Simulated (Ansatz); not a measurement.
**Density of states of WSe2**

```xyz
6
Lattice="3.2900 0.0000 0.0000 -1.6450 2.8492 0.0000 0.0000 0.0000 12.9700" Properties=species:S:1:pos:R:3 pbc="T T T"
W     0.0000    1.8995    3.2425
W     1.6450    0.9497    9.7275
Se    0.0000    1.8995    8.0544
Se    1.6450    0.9497    1.5694
Se    0.0000    1.8995   11.4006
Se    1.6450    0.9497    4.9156
```

Conventional cell: a = 3.290 Å, b = 3.290 Å, c = 12.970 Å, α = 90.00°, β = 90.00°, γ = 120.00°. W (atom 1) has 6 Se at 2.53 Å as nearest neighbours. Around Se (atom 3) lie 3 W at 2.53 Å.

The cell is COD entry 9009146, as deposited and not checked against the literature; nothing was relaxed.

No spin–orbit coupling, which matters for the heavy atoms here.

These are results of DFT, PBEsol, all-electron LAPW, scalar-relativistic in Ansatz 0.2.0, not measurements.

Sampling and basis: a Γ-centred 11×11×3 k mesh, Fermi–Dirac smearing of 0.08 eV, basis error target 0.5 meV/atom, no spin polarisation.

States per eV and cell, averaged over 0.6 eV, from -5.8 to 3.6 eV, with energies (bin centres) from the valence-band top; empty bins are left out. The partial columns, the largest 4 alone, are projections on Löwdin-orthogonalised atomic shells (those that the program's projection atoms carry: the occupied ones and, for some elements, an empty d or f shell; other empty shells have no column), summed over atoms of an element. Weights on diffuse s and p shells depend on that basis and aren't pure angular character.

```
E (eV)  total  Se 4p  W 5d  Se 4s  W 6s
  -5.6   4.67   3.03  1.27   0.14  0.16
  -5.0   3.12   2.03  0.70   0.18  0.16
  -4.4   5.19   3.16  1.47   0.29  0.16
  -3.8   3.94   2.56  1.17   0.10  0.05
  -3.2   4.95   2.91  1.85   0.07  0.03
  -2.6   5.53   3.42  1.83   0.15  0.03
  -2.0   6.20   4.07  1.85   0.10  0.04
  -1.4   4.31   2.09  2.02   0.05  0.03
  -0.8   3.84   1.33  2.32   0.05  0.05
  -0.2   0.39   0.10  0.26   0.01  0.00
   1.0   0.53   0.17  0.31   0.01  0.00
   1.6   3.80   1.00  2.48   0.08  0.08
   2.2   8.77   2.54  5.58   0.14  0.17
   2.8   5.45   1.98  2.96   0.14  0.06
   3.4   3.05   1.33  1.43   0.07  0.02
```

(1) Which of the resolved shells contributes most in the top eV of the valence band?

## Answers

(1) W 5d, with 61 % of all states there; Se 4p follows with 34 %.
